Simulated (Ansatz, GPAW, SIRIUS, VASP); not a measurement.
Al: 4 runs at one level of theory

```xyz
1
Lattice="0.0000 2.0248 2.0248 2.0248 0.0000 2.0248 2.0248 2.0248 0.0000" Properties=species:S:1:pos:R:3 pbc="T T T"
Al    0.0000    0.0000    0.0000
```

Alike in all runs: task band structure; functional RPBE; k mesh 11 × 11 × 11; occupations fermi-dirac, width 0.05 eV; no spin polarisation; no spin-orbit coupling. Pressure is positive in compression and, in plane waves, holds the error of the finite cutoff.

```tsv
program and potentials	plane-wave cutoff (eV)	notes	band gap (eV)	pressure (GPa)
SIRIUS, PseudoDojo 0.4.1 PBE standard (scalar relativistic)	557	potentials made for PBE	no gap	-0.55
Ansatz, all-electron LAPW, scalar-relativistic	-	-	no gap	1.04
VASP, PBE PAW files Al, 520 eV	520	potentials made for PBE	no gap	0.83
GPAW, the program's PAW data sets (release 1.2.1) made for this functional	600	-	no gap	1.17
```

None finds a gap. The pressure spans -0.55 (SIRIUS, PseudoDojo 0.4.1 PBE standard (scalar relativistic)) to 1.17 GPa (GPAW, the program's PAW data sets (release 1.2.1) made for this functional), with all-electron results at 1.04.

Differences between rows come from potentials, basis sets and numerical settings, since the functional is the same but for its coding. Runs on potential files found faulty are left out.
